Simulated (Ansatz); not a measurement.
# Cu (P6_3/mmc) in Ansatz: a series of runs

The runs below take Cu through single point, equation of state, phonons, with r2SCAN, PBEsol.

Program: Ansatz 0.2.0. These are calculated values, not measurements. Logs are shortened: lines on timing, memory, paths and dates and some standing lists are left out, and cuts for length are marked.

## 1. Starting point

The structure is hexagonal, space group P6_3/mmc (No. 194). Conventional cell: a = 2.531 Å, b = 2.531 Å, c = 8.262 Å, α = 90.00°, β = 90.00°, γ = 120.00°. Around Cu (site symmetry -6m2) lie 12 Cu at 2.53 Å. Cu (site symmetry -3m) has 12 Cu at 2.53 Å as nearest neighbours.

This isn't the form of Cu at room conditions, which is fcc.

## 2. Single point, r2SCAN, 10.77 Å³/atom (volume scaled by 0.94)

input.yaml reads:

```yaml
crystal:
  lattice:
    - [2.479101285, 0.0, 0.0]
    - [-1.2395506425, 2.1469646914, 0.0]
    - [0.0, 0.0, 8.0931592851]
  atoms:
    - { symbol: Cu, position: [0.6666666667, 0.3333333333, 0.75] }
    - { symbol: Cu, position: [0.0, 0.0, 0.5] }
    - { symbol: Cu, position: [0.3333333333, 0.6666666667, 0.25] }
    - { symbol: Cu, position: [0.0, 0.0, 0.0] }
hamiltonian:
  xc: r2scan
  pseudopotentials: { kind: paw }
kpoints:
  mp_grid: { grid: [12, 12, 4] }
scf:
  occupations: { method: fermi_dirac, width: 0.05 }
output:
  forces: true
  stress: true
  eigenvalues: true
```

Potentials or basis: Ansatz PAW.

The run is started by

```bash
ansatz run input.yaml --threads 2 --pin off --max-ram 5632MiB --backend cpu --events-out ev --progress --plain --runs-dir out
```

Standard output:

```text
Warning: RAYON_NUM_THREADS=2 ignored (pool sized by the plan → 2); use --threads N
Engine: ansatz 0.2.0, aarch64-unknown-linux-gnu
Pseudopotentials: kind: paw
Pseudopotential: Cu, paw, valence charge 19, recommended cutoff 500 eV (meta_gga), Cu.paw.azcp
Functional definition: r2SCAN
  parameter k0 = 0.174
  parameter k1 = 0.065
  parameter a1 = 4.9479
  exchange = r2scan_x(k0 = k0, k1 = k1, a1 = a1)
  correlation = r2scan_c
Crystal: 4 atoms, lattice volume = 43.076 Å³
Basis set: ecut = 500 eV, 1091 PW (Γ), exchange–correlation on 80×80×240 points (64 copies of the dense FFT grid, shifted against one another)
Bands: 46, of which v1, the nominal top of the filled ones, is band 38 counted from 1 (37 counted from 0)
Symmetry: 24 space group operations
Space group: P63/mmc (ITA 194), of the structure as read, at distance tolerance 3.5e-5 Å
k-points: 57 of 576
Non-local potential: Cu, projectors of the file, l = 0: 3, l = 1: 2, l = 2: 3, l = 3: 1
PAW form: soft (Blöchl's): semilocal exchange-correlation on the pseudo side does not see the compensation charge
PAW frozen core: Cu, regenerated for the run's functional (the file was generated under x = pbe(κ = 0.804, μ = 0.2195149727645171), c = pbe(β = 0.06672455060314922))
PAW one-centre angular grid: Cu, 590 points (default); XC on 160 Gauss nodes
Initial density: superposition of atomic densities (neutral atoms: chi_scale 0, normalization atom), corrected by the library's trained network
Initial wavefunctions: pseudopotential atomic-orbital guess
Functional: x = r2scan, c = r2scan; τ floored in thin density (d = 2e-4 eV/Å³)
SCF iter   1: F=—  HF=-26524.898923 eV  |F-HF|=—  |Δ(HF+E_count)|=         —  Δρ=3.99e-2  dr2=3.69e-1  dr2_τ=2.41e-3  ethr=1.77e-3  ⟨swp⟩=5.3  Hψ=8559  notcnv=0  defer=20
preconditioner: auto → none  [insulator: Δε(μ)=0.130 eV  Ē_g=12.332 eV  σ=0.050 eV  W_gap=0.51  n_scr=12 (ndim 8)  ℏωp=37.5 eV  f_vac=0.000  D(μ)=1.61/eV (n_scr^D=6)  ε∞_Penn≈10.3]
SCF iter   2: F=—  HF=-26524.931084 eV  |F-HF|=—  |Δ(HF+E_count)|=   3.22e-2  Δρ=3.60e-2  dr2=2.97e-1  dr2_τ=4.08e-3  ethr=4.86e-4  ⟨swp⟩=3.2  Hψ=5139  notcnv=0  defer=132
SCF iter   3: F=—  HF=-26524.833691 eV  |F-HF|=—  |Δ(HF+E_count)|=   9.74e-2  Δρ=6.41e-3  dr2=1.07e-2  dr2_τ=6.56e-5  ethr=3.91e-4  ⟨swp⟩=2.3  Hψ=4055  notcnv=0  defer=132
SCF iter   4: F=—  HF=-26524.842468 eV  |F-HF|=—  |Δ(HF+E_count)|=   8.78e-3  Δρ=1.36e-2  dr2=6.02e-2  dr2_τ=1.77e-4  ethr=1.41e-5  ⟨swp⟩=2.0  Hψ=4880  notcnv=0  defer=134
SCF iter   5: F=—  HF=-26524.833078 eV  |F-HF|=—  |Δ(HF+E_count)|=   9.39e-3  Δρ=1.01e-3  dr2=3.43e-4  dr2_τ=3.06e-6  ethr=1.41e-5  ⟨swp⟩=2.0  Hψ=4153  notcnv=0  defer=133
SCF iter   6: F=—  HF=-26524.833047 eV  |F-HF|=—  |Δ(HF+E_count)|=   3.08e-5  Δρ=1.47e-4  dr2=4.24e-6  dr2_τ=8.94e-8  ethr=4.52e-7  ⟨swp⟩=2.4  Hψ=3866  notcnv=0  defer=133
SCF iter   7: F=—  HF=-26524.833056 eV  |F-HF|=—  |Δ(HF+E_count)|=   8.74e-6  Δρ=5.19e-5  dr2=6.65e-7  dr2_τ=9.81e-9  ethr=5.57e-9  ⟨swp⟩=2.0  Hψ=3776  notcnv=0  defer=133
SCF iter   8: F=-26524.833056 eV  HF=-26524.833056 eV  |F-HF|=6.36e-9  |Δ(HF+E_count)|=   1.30e-7  Δρ=8.02e-6  dr2=1.54e-8  dr2_τ=3.80e-10  ethr=1.32e-10  ⟨swp⟩=7.2  Hψ=12481  notcnv=0
SCF 1 converged in 8 iterations: F = -26524.833056 eV  dr2 = 1.54e-8
SCF converged after 8 iterations
Free energy (F): -26524.833056 eV
Harris-Foulkes:  -26524.833056 eV  (|F-HF|=6.36e-9)
Internal energy: -26524.820289 eV  (E = F + TS)
E sigma→0 (E₀):  -26524.826672 eV
Entropy (-TS):   -0.012767 eV (-3.192 meV/atom)
Fermi energy:    18.557084 eV
--- Per-component energies (eV) ---
  E_band       = -1408.063402
  E_kinetic    = 1203.529261
  E_local      = -15557.382163  (includes V_loc(G=0)·N_el)
  E_nonlocal   = 1579.455008
  E_hartree    = 6896.203495
  E_xc         = -338.106439
  E_vxc        = -503.150811  (∫ρ·V_xc dr)
  E_paw        = -6709.758806  (= ΣΔE_a)
  E_vpaw       = -1959.219972  (= ΣTr[D̂ρ^β])
  E_aug_tail   = 0.000658  (compensation charges beyond the density's cutoff)
  E_vtau       = 36.280316  (kinetic-family band-sum trace: ∫τ·v_τ [+ j·A + Jᵃ·Aᵃ] dr)
  E_ewald      = -13597.556870
  E_core_change = -1.204432  (= ΣΔE_core)
  E_smearing   = -0.012767  (= −TS)
  E_closure    = -0.000000  (closes the sum)
  Σ components = -26524.833056   (vs F -26524.833056, Δ=0.00e0)
--- Forces (eV/Å), atoms counted from 1 ---
  atom   1  Cu     0.00000000    -0.00000000    -0.00000000
  atom   2  Cu     0.00000000     0.00000000    -0.00000000
  atom   3  Cu     0.00000000     0.00000000     0.00000000
  atom   4  Cu    -0.00000000     0.00000000     0.00000000
  max |Σ_I F_I| component: 3.46e-31 eV/Å
--- Stress (GPa, compression-positive) ---
       11.841397      -0.000000       0.000000
       -0.000000      11.841397       0.000000
        0.000000       0.000000      11.190461
  P = ⅓ Tr σ = 11.6244 GPa (116.244 kbar)
--- Band table (eV; the first three rows and the last of 57) ---
  k-point 0: bands = ["-98.0517", "-98.0471", "-98.0259", "-98.0213", "-53.9429", "-53.8723", "-53.8553", "-53.8091", "-53.8091", "-53.8044", "-53.8044", "-53.7842", "-53.7806", "-53.7806", "-53.7759", "-53.7759", "8.1483", "10.4930", "10.5063", "12.8226", "14.9008", "14.9013", "15.1750", "15.1750", "15.1854", "15.1854", "15.2126", "15.4081", "15.4081", "15.4362", "15.4362", "15.9811", "15.9811", "16.2800", "16.2800", "16.4625", "16.4625", "16.8038", "16.8038", "17.2631", "23.1046", "32.4024", "32.4046", "41.3398", "42.0590", "42.7989"]
  k-point 1: bands = ["-98.0511", "-98.0479", "-98.0251", "-98.0219", "-53.9370", "-53.8952", "-53.8324", "-53.8085", "-53.8085", "-53.8052", "-53.8052", "-53.7902", "-53.7798", "-53.7798", "-53.7765", "-53.7765", "8.3069", "9.5273", "11.5417", "12.7310", "14.9662", "15.0328", "15.1771", "15.1972", "15.1972", "15.2102", "15.2102", "15.3712", "15.3712", "15.3985", "15.3985", "16.0279", "16.0279", "16.2255", "16.2255", "16.5360", "16.5360", "16.6335", "16.7654", "16.7654", "24.1230", "29.2484", "35.7666", "41.4323", "41.7706", "42.5727"]
  k-point 2: bands = ["-98.0496", "-98.0496", "-98.0234", "-98.0234", "-53.9201", "-53.9201", "-53.8073", "-53.8073", "-53.8069", "-53.8069", "-53.8069", "-53.8069", "-53.7781", "-53.7781", "-53.7781", "-53.7781", "8.7754", "8.7754", "12.3523", "12.3523", "15.0825", "15.0825", "15.2406", "15.2406", "15.2406", "15.2406", "15.3352", "15.3352", "15.3352", "15.3352", "15.6111", "15.6111", "16.1269", "16.1269", "16.1269", "16.1269", "16.6631", "16.6631", "16.6631", "16.6631", "26.4085", "26.4085", "39.2215", "39.2215", "41.6980", "41.6980"]
  k-point 56: bands = ["-98.0310", "-98.0310", "-98.0098", "-98.0098", "-53.9083", "-53.9083", "-53.8919", "-53.8919", "-53.8883", "-53.8883", "-53.8606", "-53.8606", "-53.8282", "-53.8282", "-53.8218", "-53.8218", "13.9446", "13.9446", "14.0658", "14.0658", "14.1213", "14.1213", "14.2405", "14.2405", "14.9219", "14.9219", "14.9475", "14.9475", "15.8247", "15.8247", "16.1759", "16.1759", "16.6960", "16.6960", "16.8043", "16.8043", "22.2738", "22.2738", "22.7423", "22.7423", "23.2746", "23.2746", "26.5515", "26.5515", "28.1033", "28.1033"]
```

Wall time 6.2 s (2 threads of Arm Neoverse V2, shared host); peak memory 0.48 GiB.

Results:

```
Free energy            : -26524.8331 eV
Pressure               : 11.6 GPa
Band gap on the k mesh : none (metal or under the smearing width)
```

Caveat: the PAW data sets come from PBE, with cores solved anew for the run's functional, which leaves a small shift of forces and pressure.

## 3. Single point, r2SCAN, 11.00 Å³/atom (volume scaled by 0.96)

Edit input.yaml of step 2 so:

```diff
@@ -2,5 +2,5 @@
   lattice:
-    - [2.479101285, 0.0, 0.0]
-    - [-1.2395506425, 2.1469646914, 0.0]
-    - [0.0, 0.0, 8.0931592851]
+    - [2.49656032, 0.0, 0.0]
+    - [-1.24828016, 2.1620846592, 0.0]
+    - [0.0, 0.0, 8.1501552425]
   atoms:
```

Potentials or basis: Ansatz PAW.

The run is started by

```bash
ansatz run input.yaml --threads 2 --pin off --max-ram 5632MiB --backend cpu --events-out ev --progress --plain --runs-dir out
```

Wall time 6.3 s (2 threads of Arm Neoverse V2, shared host); peak memory 0.48 GiB.

Results (log left out):

```
Free energy            : -26524.8868 eV
Pressure               : 7.2 GPa
Band gap on the k mesh : none (metal or under the smearing width)
```

Caveat: the PAW data sets come from PBE, with cores solved anew for the run's functional, which leaves a small shift of forces and pressure.

## 4. Single point, r2SCAN, 11.23 Å³/atom (volume scaled by 0.98)

Edit input.yaml of step 3 so:

```diff
@@ -2,5 +2,5 @@
   lattice:
-    - [2.49656032, 0.0, 0.0]
-    - [-1.24828016, 2.1620846592, 0.0]
-    - [0.0, 0.0, 8.1501552425]
+    - [2.5137785214, 0.0, 0.0]
+    - [-1.2568892608, 2.1769960591, 0.0]
+    - [0.0, 0.0, 8.2063649859]
   atoms:
```

The run is started by

```bash
ansatz run input.yaml --threads 2 --pin off --max-ram 5632MiB --backend cpu --events-out ev --progress --plain --runs-dir out
```

It took 6.1 s on 2 threads of Arm Neoverse V2, shared host; peak memory 0.49 GiB.

It converged, with:

```
Free energy            : -26524.9168 eV
Pressure               : 3.4 GPa
Band gap on the k mesh : none (metal or under the smearing width)
```

Caveat: the PAW data sets come from PBE, with cores solved anew for the run's functional, which leaves a small shift of forces and pressure.

## 5. Single point, r2SCAN, 11.46 Å³/atom

Edit input.yaml of step 4 so:

```diff
@@ -2,5 +2,5 @@
   lattice:
-    - [2.5137785214, 0.0, 0.0]
-    - [-1.2568892608, 2.1769960591, 0.0]
-    - [0.0, 0.0, 8.2063649859]
+    - [2.5307640267, 0.0, 0.0]
+    - [-1.2653820134, 2.1917059381, 0.0]
+    - [0.0, 0.0, 8.26181508]
   atoms:
```

The run is started by

```bash
ansatz run input.yaml --threads 2 --pin off --max-ram 5632MiB --backend cpu --events-out ev --progress --plain --runs-dir out
```

Wall time 6.6 s (2 threads of Arm Neoverse V2, shared host); peak memory 0.5 GiB.

It converged, with:

```yaml
Free_energy: -26524.9260 eV
Pressure: -0.1 GPa
Band_gap_on_the_k_mesh: none (metal or under the smearing width)
```

Caveat: the PAW data sets come from PBE, with cores solved anew for the run's functional, which leaves a small shift of forces and pressure.

## 6. Single point, r2SCAN, 11.69 Å³/atom (volume scaled by 1.02)

Edit input.yaml of step 5 so:

```diff
@@ -2,5 +2,5 @@
   lattice:
-    - [2.5307640267, 0.0, 0.0]
-    - [-1.2653820134, 2.1917059381, 0.0]
-    - [0.0, 0.0, 8.26181508]
+    - [2.5475245418, 0.0, 0.0]
+    - [-1.273762271, 2.20622097, 0.0]
+    - [0.0, 0.0, 8.3165306817]
   atoms:
```

Potentials or basis: Ansatz PAW.

The run is started by

```bash
ansatz run input.yaml --threads 2 --pin off --max-ram 5632MiB --backend cpu --events-out ev --progress --plain --runs-dir out
```

It took 7.3 s on 2 threads of Arm Neoverse V2, shared host; peak memory 0.49 GiB.

Results (log left out):

```yaml
Free_energy: -26524.9167 eV
Pressure: -3.1 GPa
Band_gap_on_the_k_mesh: none (metal or under the smearing width)
```

Caveat: the PAW data sets come from PBE, with cores solved anew for the run's functional, which leaves a small shift of forces and pressure.

## 7. Single point, r2SCAN, 11.91 Å³/atom (volume scaled by 1.04)

Edit input.yaml of step 6 so:

```diff
@@ -2,5 +2,5 @@
   lattice:
-    - [2.5475245418, 0.0, 0.0]
-    - [-1.273762271, 2.20622097, 0.0]
-    - [0.0, 0.0, 8.3165306817]
+    - [2.5640673725, 0.0, 0.0]
+    - [-1.2820336863, 2.2205474816, 0.0]
+    - [0.0, 0.0, 8.3705356409]
   atoms:
```

The run is started by

```bash
ansatz run input.yaml --threads 2 --pin off --max-ram 5632MiB --backend cpu --events-out ev --progress --plain --runs-dir out
```

Wall time 7.5 s (2 threads of Arm Neoverse V2, shared host); peak memory 0.49 GiB.

The run converged. Its results:

```yaml
Free_energy: -26524.8909 eV
Pressure: -5.8 GPa
Band_gap_on_the_k_mesh: none (metal or under the smearing width)
```

Caveat: the PAW data sets come from PBE, with cores solved anew for the run's functional, which leaves a small shift of forces and pressure.

## 8. Single point, r2SCAN, 12.14 Å³/atom (volume scaled by 1.06)

Edit input.yaml of step 7 so:

```diff
@@ -2,5 +2,5 @@
   lattice:
-    - [2.5640673725, 0.0, 0.0]
-    - [-1.2820336863, 2.2205474816, 0.0]
-    - [0.0, 0.0, 8.3705356409]
+    - [2.5803994521, 0.0, 0.0]
+    - [-1.2901997261, 2.2346914775, 0.0]
+    - [0.0, 0.0, 8.423852592]
   atoms:
@@ -21 +21,5 @@
   eigenvalues: true
+  write_density: true
+  write_potential: true
+  elf: true
+  volumetric_format: npy
```

The run is started by

```bash
ansatz run input.yaml --threads 2 --pin off --max-ram 5632MiB --backend cpu --events-out ev --progress --plain --runs-dir out
```

Wall time 9.5 s (2 threads of Arm Neoverse V2, shared host); peak memory 0.5 GiB.

The run converged. Its results:

- Free energy: -26524.8507 eV
- Pressure: -8.2 GPa
- Band gap on the k mesh: none (metal or under the smearing width)

Caveat: the PAW data sets come from PBE, with cores solved anew for the run's functional, which leaves a small shift of forces and pressure.

## 9. Equation of state, r2SCAN

Potentials or basis: Ansatz PAW.

This step only gathers the single runs of the series.

Results:

- Equilibrium volume: 11.45 Å³/atom
- Bulk modulus at fixed shape and positions: 162 GPa
- Pressure derivative of the bulk modulus: 5.1

Energy against volume, from the lowest point:
```tsv
volume (Å³/atom)	energy (meV/atom)
10.769	23.24
10.998	9.81
11.227	2.29
11.456	0.00
11.686	2.34
11.915	8.77
12.144	18.83
```

Caveat: the cell was scaled at fixed shape and fractional positions, which overstates the stiffness of a crystal with free parameters, most of all of layers and chains; the PAW data sets were made with another functional, which shifts forces and pressure a little.

(Continued in part 2 of 2.)
